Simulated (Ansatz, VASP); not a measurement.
This is a calculation of Mg for Ansatz 0.2.0.

Contents of input.yaml:

```yaml
crystal:
  lattice:
    - [0.020743, 2.213653, 2.274131]
    - [2.267565, 0.041281, 2.253594]
    - [2.3014, 2.22695, 0.007446]
  atoms:
    - { symbol: Mg, position: [0.001721, 0.007197, -0.010489] }
hamiltonian:
  xc: pbe
  pseudopotentials: { kind: paw }
kpoints:
  mp_grid: { grid: [10, 10, 10] }
scf:
  occupations: { method: fermi_dirac, width: 0.05 }
output:
  forces: true
  stress: true
  eigenvalues: true
```

Potentials or basis: Ansatz PAW.

Run with:

```console
$ ansatz run input.yaml --threads 1 --pin off --max-ram 3584MiB --backend cpu --events-out ev --progress --plain --runs-dir out
```

**Question.** Translate it to VASP 6.6.1. Potentials there: VASP PAW PBE potentials, release 64 (Mg).

**Answer.** As run (the cutoff follows the program's own potentials):

Contents of INCAR:

```
  PREC = Accurate
  ENCUT = 520
  EDIFF = 1E-7
  ISMEAR = -1
  SIGMA = 0.05
  LREAL = False
  LASPH = True
  NELM = 60
  ALGO = Normal
  ISIF = 2
  LWAVE = False
  LCHARG = False
  GGA = PE
  NBANDS = 7
```

Contents of KPOINTS:

```
regular mesh
0
Gamma
  10 10 10
```

File POSCAR:

```
Mg
1.0
    0.0207430000      2.2136530000      2.2741310000
    2.2675650000      0.0412810000      2.2535940000
    2.3014000000      2.2269500000      0.0074460000
Mg
1
Direct
    0.0017210000      0.0071970000     -0.0104890000
```

Potentials or basis: VASP PAW PBE potentials, release 64 (Mg).

Command:

```console
$ cat potpaw_PBE.64/Mg/POTCAR > POTCAR
$ mpirun -np 1 vasp_std > vasp.out
```

Both were run:

|  | VASP | Ansatz | Ansatz less VASP |
| --- | --- | --- | --- |
| gap on the k mesh at the Fermi level (eV) | none | none | - |
| pressure (GPa) | 0.7 | 0.8 | +0.12 |
| largest component of the traceless stress (GPa) | 0.71 | 0.71 | -0.002 |

A gap of «none» marks a metal or a gap that the smearing closes. The functional is the same, so the differences come from potentials, cutoffs and numerics. The two sets of potentials don't hold the same shells in valence.
